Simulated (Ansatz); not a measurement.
# CuO (P1) in Ansatz: notebook, part 2 of 2

Ansatz 0.2.0. The steps go on from the part before.

**10. Band structure, r2SCAN+U**

The input, input.yaml:

```yaml
crystal:
  lattice:
    - [0.0, 2.11656, 2.11656]
    - [2.11656, 0.0, 2.11656]
    - [2.11656, 2.11656, 0.0]
  atoms:
    - { symbol: Cu, position: [0.02949772, 0.02810087, 0.90802599] }
    - { symbol: O, position: [0.47050228, 0.47189913, 0.59197401] }
hamiltonian:
  xc: r2scan
  pseudopotentials: { kind: paw }
  hubbard: { sites: [{ species: Cu, l: d, u_eff: 4.5 }] }
kpoints:
  mp_grid: { grid: [11, 11, 11] }
  band_path:
    path:
      - [[0.0, 0.0, 0.0], [0.5, 0.0, 0.5], [0.5, 0.25, 0.75], [0.375, 0.375, 0.75], [0.0, 0.0, 0.0], [0.5, 0.5, 0.5], [0.625, 0.25, 0.625], [0.5, 0.25, 0.75], [0.5, 0.5, 0.5], [0.375, 0.375, 0.75]]
      - [[0.625, 0.25, 0.625], [0.5, 0.0, 0.5]]
    npoints: 14
scf:
  occupations: { method: fermi_dirac, width: 0.05 }
  n_extra_bands: 6
output:
  forces: true
  stress: true
  eigenvalues: true
  fatbands: false
```

Potentials or basis: Ansatz PAW.

Command:

```
ansatz run input.yaml --threads 2 --pin off --max-ram 5632MiB --backend cpu --events-out ev --progress --plain --runs-dir out
```

The program printed:

```text
Warning: RAYON_NUM_THREADS=2 ignored (pool sized by the plan → 2); use --threads N
Cu: projections on atomic orbitals take those of the free atom [Ne] 3s2 3p6 3d10 4s1, of charge +0.00 (hamiltonian.pseudopotentials.projection_atoms); the dataset's partial waves leave at most 2.0e-6 of an orbital's norm unspanned inside its sphere
O: projections on atomic orbitals take those of the free atom [He] 2s2 2p4, of charge +0.00 (hamiltonian.pseudopotentials.projection_atoms); the dataset's partial waves leave at most 1.9e-8 of an orbital's norm unspanned inside its sphere
scf.n_extra_bands = 6 over 13 filled bands (N_el = 25.0): the run solves 19 bands
Engine: ansatz 0.2.0, aarch64-unknown-linux-gnu
Pseudopotentials: kind: paw
Pseudopotential: Cu, paw, valence charge 19, recommended cutoff 500 eV (meta_gga), Cu.paw.azcp
Pseudopotential: O, paw, valence charge 6, recommended cutoff 500 eV (meta_gga), O.paw.azcp
Functional definition: r2SCAN
  parameter k0 = 0.174
  parameter k1 = 0.065
[... 54 lines left out ...]
  E_smearing   = -0.018677  (= −TS)
  E_closure    = -0.000000  (closes the sum)
  Σ components = -7196.850192   (vs F -7196.850192, Δ=0.00e0)
--- Forces (eV/Å), atoms counted from 1 ---
  atom   1  Cu     0.74474786     0.68713489    -0.51127337
  atom   2  O     -0.74480113    -0.68718947     0.51133118
  max |Σ_I F_I| component: 5.78e-5 eV/Å
--- Stress (GPa, compression-positive) ---
       14.551650      -4.470720       3.800908
       -4.470721      13.736807       3.628043
        3.800910       3.628044      11.083599
  P = ⅓ Tr σ = 13.1240 GPa (131.240 kbar)
--- Band table (eV; the first three rows and the last of 666) ---
  k-point 0: bands = ["-102.6642", "-58.5593", "-58.5397", "-58.4337", "-8.1749", "7.2534", "7.2688", "7.5544", "8.5920", "8.6534", "11.5023", "11.9229", "11.9668", "14.7666", "30.5524", "31.8080", "31.9291", "32.5920", "35.8209"]
  k-point 1: bands = ["-102.6641", "-58.5594", "-58.5399", "-58.4349", "-8.0986", "7.1572", "7.1779", "7.3936", "8.6215", "8.6728", "11.0914", "12.0499", "12.0928", "15.3956", "28.9642", "31.5514", "31.6638", "33.5401", "35.1401"]
  k-point 2: bands = ["-102.6640", "-58.5599", "-58.5404", "-58.4381", "-7.8883", "6.8676", "6.9139", "6.9624", "8.7157", "8.7491", "10.4935", "12.3694", "12.4078", "16.6582", "26.7364", "30.5846", "30.6656", "33.9664", "35.0248"]
  k-point 665: bands = ["-102.6646", "-58.5719", "-58.5460", "-58.4375", "-7.0805", "4.7545", "6.6592", "7.6150", "8.9138", "9.0382", "9.8112", "11.7681", "12.3525", "20.3786", "22.6127", "27.1728", "29.5628", "34.5958", "37.5220"]
Occupation matrices written to <dir>
```

occupation_matrices:

```text
# The occupation matrices of the corrected shells as a run of Ansatz 0.0.0 ended. An entry of
# hamiltonian.hubbard.sites starts from them by `starting_ns: <path of this file>`, where that key's refused
# combinations let it.
# Free energy -7196.850192 eV.
# projection_atom_Cu: [Ne] 3s2 3p6 3d10 4s1
# projection_atom_O: [He] 2s2 2p4
format: ansatz-occupation-matrices/1
state: converged
spin: unpolarized
projectors: all-electron-ortho-atomic
projection_frame: null
lattice: # Å
  - [0.0, 2.11656, 2.11656]
  - [2.11656, 0.0, 2.11656]
  - [2.11656, 2.11656, 0.0]
atoms: # fractions of the lattice vectors
  - {symbol: Cu, position: [0.02949772, 0.02810087, 0.90802599]}
  - {symbol: O, position: [0.47050228, 0.47189913, 0.59197401]}
sites: # a site counts the atoms from 0
  - {site: 0, l: d, shell: 3, starting_ns: [{spin: up, occupation_matrix: site0_d}]} # 9.506 electrons, filled orbitals 5
occupation_matrices: # on the real harmonics m = 0, +1, -1, ... of the Cartesian axes; of spinors up first
  site0_d:
    matrix:
      - [0.8945755777071264, 0.007621836791264092, 0.0074442324461462634, 0.000672231774773899, -0.01688405805445092]
      - [0.007621836791264092, 0.9899524885364268, 0.0008373872547190532, 0.013264004558305008, 0.0009953644877558922]
      - [0.0074442324461462634, 0.0008373872547190532, 0.9902883102309856, -0.012907460804333736, 0.000961751123303008]
      - [0.000672231774773899, 0.013264004558305008, -0.012907460804333736, 0.8894072441557596, 2.9322941389125857e-5]
      - [-0.01688405805445092, 0.0009953644877558922, 0.000961751123303008, 2.9322941389125857e-5, 0.9887754682312027]
```

It took 41 s on 2 threads of Arm Neoverse V1, shared host; peak memory 0.7 GiB.

What came out:

```yaml
Free_energy: -7196.8502 eV
Pressure: 13.1 GPa
Largest_force: 1.135 eV/Å
Band_gap_on_the_k_mesh: none (metal or under the smearing width)
```

Forces in eV/Å, atoms in the order of the input:
```
Cu   0.745  0.687 -0.511
O   -0.745 -0.687  0.511
```

Stress tensor (GPa, compression positive):
```
14.55 -4.47  3.80
-4.47 13.74  3.63
 3.80  3.63 11.08
```

Levels at the corners of the path, in eV from the Fermi level:
| point | band 9 | band 10 | band 11 | band 12 | band 13 | band 14 | band 15 | band 16 | band 17 | band 18 |
| --- | --- | --- | --- | --- | --- | --- | --- | --- | --- | --- |
| Γ | -3.53 | -3.46 | -0.62 | -0.19 | -0.15 | 2.65 | 18.43 | 19.69 | 19.81 | 20.47 |
| X | -2.92 | -2.85 | -2.25 | -1.54 | -1.45 | 6.75 | 12.56 | 12.70 | 18.21 | 19.72 |
| W | -2.91 | -2.70 | -2.34 | -1.96 | -0.46 | 8.76 | 12.28 | 12.35 | 15.65 | 23.74 |
| K | -3.02 | -2.78 | -2.36 | -1.26 | -0.32 | 8.38 | 11.57 | 12.36 | 17.42 | 20.72 |
| Γ | -3.53 | -3.46 | -0.62 | -0.19 | -0.15 | 2.65 | 18.43 | 19.69 | 19.81 | 20.47 |
| L | -3.14 | -3.06 | -2.29 | -0.26 | 0.55 | 7.82 | 10.63 | 16.31 | 16.73 | 21.49 |
| U | -3.50 | -2.97 | -2.45 | -1.84 | -0.30 | 8.25 | 11.93 | 12.44 | 18.10 | 20.20 |
| W | -2.91 | -2.70 | -2.34 | -1.96 | -0.46 | 8.76 | 12.28 | 12.35 | 15.65 | 23.74 |
| L | -3.14 | -3.06 | -2.29 | -0.26 | 0.55 | 7.82 | 10.63 | 16.31 | 16.73 | 21.49 |
| K | -3.02 | -2.78 | -2.36 | -1.26 | -0.32 | 8.38 | 11.57 | 12.36 | 17.42 | 20.72 |
| U | -3.50 | -2.97 | -2.45 | -1.84 | -0.30 | 8.25 | 11.93 | 12.44 | 18.10 | 20.20 |
| X | -2.92 | -2.85 | -2.25 | -1.54 | -1.45 | 6.75 | 12.56 | 12.70 | 18.21 | 19.72 |

Eigenvalues of the final occupation matrices:
| site | spin | trace | eigenvalues |
| --- | --- | --- | --- |
| site 1 | 1 | 4.75 | 0.89 0.89 0.99 0.99 0.99 |

Caveat: an odd number of electrons without spin polarisation forces a metal; a magnetic or distorted state may lie lower; the run has no spin polarisation, though such a crystal can be magnetic; U without spin polarisation on a metal has little footing; the PAW data sets come from PBE, with cores solved anew for the run's functional, which leaves a small shift of forces and pressure.
